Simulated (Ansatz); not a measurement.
Consider the formal exchange of groups at a C–C bond: `O=C(/C=C/O)C(F)(F)F` + CH₄ → `CC(=O)/C=C\O` + `FC(F)F`.

Program: Ansatz. Geometries: PBE0-D4/def2-TZVP. ΔE: electronic, gas phase. CCSD(T)/CBS adds triple-zeta CCSD(T) − MP2 to the extrapolated MP2 energy (def2 sets, frozen cores). This one scheme is used for every species. Double bonds are as drawn, so ΔE can hold a change between cis and trans. DFT in def2-TZVPP. B3LYP here is the variant with VWN-RPA as its local correlation; programs differ in this. HSE06 is defined as in plane-wave codes. One conformer a species, not always the lowest.

```tsv
level	ΔE (kcal/mol)	difference from CCSD(T)/CBS
LDA (SPW92)	-15.0	-4.0
r2SCAN-D4	-10.6	0.4
PBE0-D4	-11.9	-0.9
B3LYP-D4	-10.8	0.2
r2SCANh-D4	-10.8	0.2
BHLYP-D4	-10.5	0.5
B2PLYP	-11.2	-0.2
revPBE	-11.2	-0.2
HSE06	-12.1	-1.1
BHLYP	-10.8	0.2
HF/def2-SVP	-7.9	3.1
HF/def2-TZVPP	-8.6	2.4
SCS-MP2/def2-TZVPP	-10.2	0.8
HF/def2-QZVPP	-8.8	2.2
MP2/def2-QZVPP	-12.0	-1.0
HF/CBS(def2)	-8.8	2.2
CCSD(T)/CBS	-11.0	0
```

Problem. What do rigid-rotor, harmonic-oscillator terms from PBE0-D4/def2-TZVP frequencies (298.15 K, 1 bar) make of the CCSD(T)/CBS value? (An estimate is asked.)

Solution. Computed: ΔZPE = +2.0 kcal/mol, ΔH = -10.0 kcal/mol, ΔS = 15 J/(mol·K), ΔG = -11.1 kcal/mol. Modes under 50 cm⁻¹ make the entropy rough.

Largest T1 diagnostic among the species: 0.017.

At CCSD(T), def2-SVP lies +2.6 kcal/mol from the extrapolated value and def2-TZVPP +0.4 kcal/mol. In def2-TZVPP, CCSD(T) changes the Hartree–Fock value by −1.9 kcal/mol (the triples alone add −0.5 kcal/mol) and MP2 by −3.0 kcal/mol. Leaving LDA and LC-ωPBE aside and taking each functional with its dispersion term where it has one, the values, not all of them listed here, spread over 3.3 kcal/mol, from PBE-QIDH to B97M-V. LDA lies −2.9 kcal/mol from PBE without D4.

CCSD(T)/CBS has its own doubt, a few kJ/mol and more with outer-core shells, so smaller differences from it don't rank the levels.
